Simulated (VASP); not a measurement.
# CrI3 (R-3) in VASP: band structure with PBE+D3(BJ)

Aim: the band structure of CrI3 with PBE+D3(BJ).

Everything below comes from runs of VASP 6.6.1. Logs are shortened: lines on timing, memory, paths and dates and some standing lists are left out, and cuts for length are marked.

## (1) The crystal as given

The structure is trigonal, space group R-3 (No. 148). The conventional cell has a = 6.817 Å, b = 6.817 Å, c = 19.488 Å, α = 90.00°, β = 90.00°, γ = 120.00°. Cr (site symmetry 3) is surrounded by 6 I at 2.71 Å. Around I (site symmetry 1) lie 2 Cr at 2.71 Å.

The cell was built by a generator and needn't be a form met in nature.

## (2) Band structure, PBE+D3(BJ), collinear spin, ferromagnetic start

Input file INCAR:

```
SYSTEM = CrI3
ALGO = Normal
AMIX = 0.2
AMIX_MAG = 0.8
BMIX = 1E-4
BMIX_MAG = 1E-4
EDIFF = 1E-6
ENCUT = 520
GGA = PE
ICORELEVEL = 1
ISIF = 2
ISMEAR = 0
ISPIN = 2
IVDW = 12
KPAR = 4
LASPH = .True.
LCHARG = .False.
LMAXMIX = 4
LORBIT = 11
LREAL = .False.
LWAVE = .False.
MAGMOM = 3 3 0 0 0 0 0 0
NBANDS = 47
NELM = 150
PREC = Accurate
SIGMA = 0.03
```

Input file KPOINTS:

```
k-points
0
Gamma
  6 6 5
  0 0 0
```

Input file POSCAR:

```
CrI3                                    
1.0
    3.4083322966      1.9678017174      6.4959700742
   -3.4083324253      1.9678014947      6.4959700742
    0.0000001285     -3.9356032122      6.4959700742
  Cr              I             
     2     6
Direct
     0.1661683338062039    0.1661683338062039    0.1661683338062039
     0.8338316661937960    0.8338316661937960    0.8338316661937960
     0.7682388660831938    0.0707912417002874    0.4217398313700089
     0.4217398313700089    0.7682388660831938    0.0707912417002874
     0.0707912417002874    0.4217398313700089    0.7682388660831867
     0.5782601686299912    0.2317611339168061    0.9292087582997125
     0.9292087582997125    0.5782601686299912    0.2317611339168132
     0.2317611339168061    0.9292087582997125    0.5782601686299912
```

Input file KPOINTS_OPT:

```
explicit points
188
Reciprocal
 0.0000000000  0.0000000000  0.0000000000 1
 0.0263157895  0.0000000000  0.0000000000 1
 0.0526315789  0.0000000000  0.0000000000 1
 0.0789473684  0.0000000000  0.0000000000 1
 0.1052631579  0.0000000000  0.0000000000 1
 0.1315789474  0.0000000000  0.0000000000 1
[... 180 lines left out ...]
 0.6370902266  0.6370902266  0.2258195469 1
 0.6370902266  0.3629097734  0.0000000000 1
```

Potentials or basis: VASP PAW PBE potentials, release 64 (Cr_pv, I).

Command:

```sh
> cat potpaw_PBE.64/Cr_pv/POTCAR potpaw_PBE.64/I/POTCAR > POTCAR
> mpirun -np 4 vasp_std > vasp.out
```

OUTCAR:

```text
SYSTEM = CrI3
   AMIX = 0.2
   AMIX_MAG = 0.8
   EDIFF = 1E-6
   ENCUT = 520
   GGA = PE
   ISIF = 2
   ISMEAR = 0
   ISPIN = 2
   IVDW = 12
   LASPH = .True.
   LORBIT = 11
   LREAL = .False.
   NELM = 150
   PREC = Accurate
 IVDW          = 12

 ion  position               nearest neighbor table
   1  0.166  0.166  0.166-   6 2.71   8 2.71   7 2.71   3 2.71   5 2.71   4 2.71
   2  0.834  0.834  0.834-   4 2.71   3 2.71   5 2.71   8 2.71   7 2.71   6 2.71
   3  0.768  0.071  0.422-   2 2.71   1 2.71
   4  0.422  0.768  0.071-   2 2.71   1 2.71
   5  0.071  0.422  0.768-   2 2.71   1 2.71
   6  0.578  0.232  0.929-   1 2.71   2 2.71
   7  0.929  0.578  0.232-   1 2.71   2 2.71
   8  0.232  0.929  0.578-   1 2.71   2 2.71

  LATTYP: Found a trigonal (rhomboedric) cell.
 ALAT       =     7.5951695076
 COS(alpha) =     0.5972468645

  Lattice vectors:

 A1 = (   3.4083322966,   1.9678017174,   6.4959700742)
 A2 = (  -3.4083324253,   1.9678014947,   6.4959700742)
 A3 = (   0.0000001285,  -3.9356032122,   6.4959700742)

Analysis of symmetry for initial positions (statically):
=====================================================================
 Subroutine PRICEL returns:
 Original cell was already a primitive cell.

 Routine SETGRP: Setting up the symmetry group for a
 trigonal (rhombohedral) supercell.

 Subroutine GETGRP returns: Found  6 space group operations
 (whereof  6 operations were pure point group operations)
 out of a pool of 12 trial point group operations.

The static configuration has the point symmetry S_6 .

Analysis of symmetry for dynamics (positions and initial velocities):
=====================================================================
 Subroutine PRICEL returns:
 Original cell was already a primitive cell.

 Routine SETGRP: Setting up the symmetry group for a
 trigonal (rhombohedral) supercell.

 Subroutine GETGRP returns: Found  6 space group operations
 (whereof  6 operations were pure point group operations)
 out of a pool of 12 trial point group operations.

The dynamic configuration has the point symmetry S_6 .

Analysis of structural, dynamic, and magnetic symmetry:
=====================================================================
 Subroutine PRICEL returns:
 Original cell was already a primitive cell.
[... 200 lines left out ...]
   6-  1s -32966.3785  2s  -5084.5645  2p  -4561.9823  3s  -1018.2707  3p   -849.0158
       3d   -595.7522  4s   -170.6127  4p   -117.6001  4d    -40.3703
   7-  1s -32966.3785  2s  -5084.5645  2p  -4561.9823  3s  -1018.2707  3p   -849.0158
       3d   -595.7522  4s   -170.6127  4p   -117.6001  4d    -40.3703
   8-  1s -32966.3785  2s  -5084.5645  2p  -4561.9823  3s  -1018.2707  3p   -849.0158
       3d   -595.7522  4s   -170.6127  4p   -117.6001  4d    -40.3703

 E-fermi :   4.2923     XC(G=0):  -8.8495

 val. band max:        4.0523498164   @ k =   0.1667  -0.3333   0.2000
 cond. band min:       5.1278918576   @ k =   0.5000   0.5000   0.4000
 fundamental gap:      1.0755420412
 Fermi energy:         4.2923351906

 spin component 1

 k-point     1 :       0.0000    0.0000    0.0000
  band No.  band energies     occupation
      1     -39.9329      1.00000
      2     -39.9319      1.00000
      3     -39.9296      1.00000
      4     -39.9296      1.00000
      5     -39.9265      1.00000
      6     -39.9265      1.00000
[... 1141 lines left out ...]
     44      10.0021      0.00000
     45      10.0998      0.00000

 [... further k-points ...]

 spin component 2

 k-point     1 :       0.0000    0.0000    0.0000
  band No.  band energies     occupation
      1     -36.9540      1.00000
      2     -36.9526      1.00000
      3     -36.9315      1.00000
      4     -36.9315      1.00000
      5     -36.9276      1.00000
      6     -36.9276      1.00000
[... 1141 lines left out ...]
     44      10.2549      0.00000
     45      10.4702      0.00000

 [... further k-points ...]

 [bands above 45 left out]

------------------------ aborting loop because EDIFF is reached ----------------------------------------

 Edisp (eV)   -3.00240

 E8    (eV) :    -1.3411

  FORCE on cell =-STRESS in cart. coord.  units (eV):
  Direction    XX          YY          ZZ          XY          YZ          ZX
  --------------------------------------------------------------------------------------
  -------------------------------------------------------------------------------------
  Total       0.00866     0.00866     0.01263    -0.00000    -0.00000    -0.00000
  in kB       0.05307     0.05307     0.07742    -0.00000    -0.00000    -0.00000
  external pressure =        0.06 kB  Pullay stress =        0.00 kB

 VOLUME and BASIS-vectors are now :
 -----------------------------------------------------------------------------
  energy-cutoff  :      520.00
  volume of cell :      261.41
      direct lattice vectors                 reciprocal lattice vectors
     3.408332297  1.967801717  6.495970074     0.146699306  0.084696890  0.051313865
    -3.408332425  1.967801495  6.495970074    -0.146699311  0.084696880  0.051313865
     0.000000128 -3.935603212  6.495970074     0.000000006 -0.169393770  0.051313865

 POSITION                                       TOTAL-FORCE (eV/Angst)
 -----------------------------------------------------------------------------------
     -0.00000     -0.00000      3.23827         0.000000      0.000000     -0.000714
     -0.00000     -0.00000     16.24964        -0.000000     -0.000000      0.000714
      2.37713     -0.00876      8.18992        -0.000627     -0.001030     -0.004434
     -1.18098      2.06304      8.18992         0.001206     -0.000027     -0.004434
     -1.19615     -2.05428      8.18992        -0.000579      0.001058     -0.004434
      1.18098     -2.06304     11.29799        -0.001206      0.000027      0.004434
      1.19615      2.05428     11.29799         0.000579     -0.001058      0.004434
     -2.37713      0.00876     11.29799         0.000627      0.001030      0.004434
 -----------------------------------------------------------------------------------
    total drift:                               -0.000000      0.000000     -0.000000

  FREE ENERGIE OF THE ION-ELECTRON SYSTEM (eV)
  ---------------------------------------------------
  free  energy   TOTEN  =       -34.4667784816 eV

  energy  without entropy=      -34.4667784816  energy(sigma->0) =      -34.46677848

 total charge

# of ion       s       p       d       tot
------------------------------------------
    1        0.251   6.223   4.060  10.533
    2        0.251   6.223   4.060  10.533
    3        1.515   2.770   0.026   4.310
    4        1.515   2.770   0.026   4.310
    5        1.515   2.770   0.026   4.310
    6        1.515   2.770   0.026   4.310
    7        1.515   2.770   0.026   4.310
    8        1.515   2.770   0.026   4.310
--------------------------------------------------
tot          9.592  29.063   8.273  46.927

 magnetization (x)

# of ion       s       p       d       tot
------------------------------------------
    1        0.035   0.034   2.910   2.979
    2        0.035   0.034   2.910   2.979
    3       -0.001  -0.063   0.005  -0.059
    4       -0.001  -0.063   0.005  -0.059
    5       -0.001  -0.063   0.005  -0.059
    6       -0.001  -0.063   0.005  -0.059
    7       -0.001  -0.063   0.005  -0.059
    8       -0.001  -0.063   0.005  -0.059
--------------------------------------------------
tot          0.065  -0.313   5.850   5.603
```

It took 15 min on 4 MPI ranks of Intel Xeon 6975P-C (Granite Rapids), shared host; peak memory 2.4 GiB.

What came out:

| Item | Value |
| --- | --- |
| Free energy | -34.4668 eV |
| Pressure | 0.0 GPa |
| Largest force | 0.005 eV/Å |
| Band gap on the k mesh | 1.08 eV, indirect (least direct gap 1.16 eV) |
| Band gap along the path | 1.08 eV, indirect (least direct gap 1.17 eV) |
| Net moment | 6.00 μB per cell |
| Site moments | Cr +2.98; I -0.06 μB |
| Valence electrons inside the program's atomic spheres | Cr 10.53; I 4.31 |
| Dispersion energy per atom | -0.375 eV |

Forces in eV/Å, atoms in the order of the input:
```
Cr   0.000  0.000 -0.001
Cr   0.000  0.000  0.001
I   -0.001 -0.001 -0.004
I    0.001  0.000 -0.004
I   -0.001  0.001 -0.004
I   -0.001  0.000  0.004
I    0.001 -0.001  0.004
I    0.001  0.001  0.004
```

Core levels (eV, on the scale of the bands):
| atom | levels |
| --- | --- |
| 1 Cr | 1s -5873.8, 2s -660.9, 2p -554.4, 3s -67.1 |
| 2 Cr | 1s -5873.8, 2s -660.9, 2p -554.4, 3s -67.1 |
| 3 I | 1s -32966.4, 2s -5084.6, 2p -4562.0, 3s -1018.3, 3p -849.0, 3d -595.8, 4s -170.6, 4p -117.6, 4d -40.4 |
| 4 I | 1s -32966.4, 2s -5084.6, 2p -4562.0, 3s -1018.3, 3p -849.0, 3d -595.8, 4s -170.6, 4p -117.6, 4d -40.4 |
| 5 I | 1s -32966.4, 2s -5084.6, 2p -4562.0, 3s -1018.3, 3p -849.0, 3d -595.8, 4s -170.6, 4p -117.6, 4d -40.4 |
| 6 I | 1s -32966.4, 2s -5084.6, 2p -4562.0, 3s -1018.3, 3p -849.0, 3d -595.8, 4s -170.6, 4p -117.6, 4d -40.4 |

Caveat: spin-orbit coupling is left out, which moves the levels of the heavy elements.
